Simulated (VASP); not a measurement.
A run of VASP 6.6.1 is set up as follows.

The input INCAR:

```
SYSTEM = NaF
PREC = Accurate ; ENCUT = 600
EDIFF = 1E-7 ; ISMEAR = 0
SIGMA = 0.03 ; LREAL = .FALSE.
LASPH = .TRUE. ; NELM = 80
ALGO = Normal ; ISIF = 2
LWAVE = .FALSE. ; LCHARG = .FALSE.
GGA = PE ; IVDW = 12
IBRION = 2 ; NSW = 40
EDIFFG = -0.01
```

KPOINTS

```
Automatic mesh
0
G
  10 10 10
  0 0 0
```

POSCAR

```
NaF                                     
1.0
    0.0000000000      2.3424553082      2.3424553082
    2.3424553082      0.0000000000      2.3424553082
    2.3424553082      2.3424553082      0.0000000000
  Na              F             
     1     1
Direct
     0.0000000000000000    0.0000000000000000    0.0000000000000000
     0.5000000000000000    0.5000000000000000    0.5000000000000000
```

Potentials or basis: VASP PAW PBE potentials, release 64 (Na_pv, F).

Command:

```bash
$ cat potpaw_PBE.64/Na_pv/POTCAR potpaw_PBE.64/F/POTCAR > POTCAR
$ mpirun -np 1 vasp_std > vasp.out
```

**Question.** Estimate the dispersion energy per atom.

**Answer.** -0.168 eV.

**Question.** What does it give for the band gap on the k mesh?

**Answer.** 6.13 eV, direct.

Final structure:
```
CELL_PARAMETERS angstrom
0.00000 2.34246 2.34246
2.34246 0.00000 2.34246
2.34246 2.34246 0.00000
ATOMIC_POSITIONS crystal
Na 0.00000 0.00000 0.00000
F 0.50000 0.50000 0.50000
```

Caveat: the relaxation stopped at its first step, so nothing moved. A k mesh can miss the band edges.
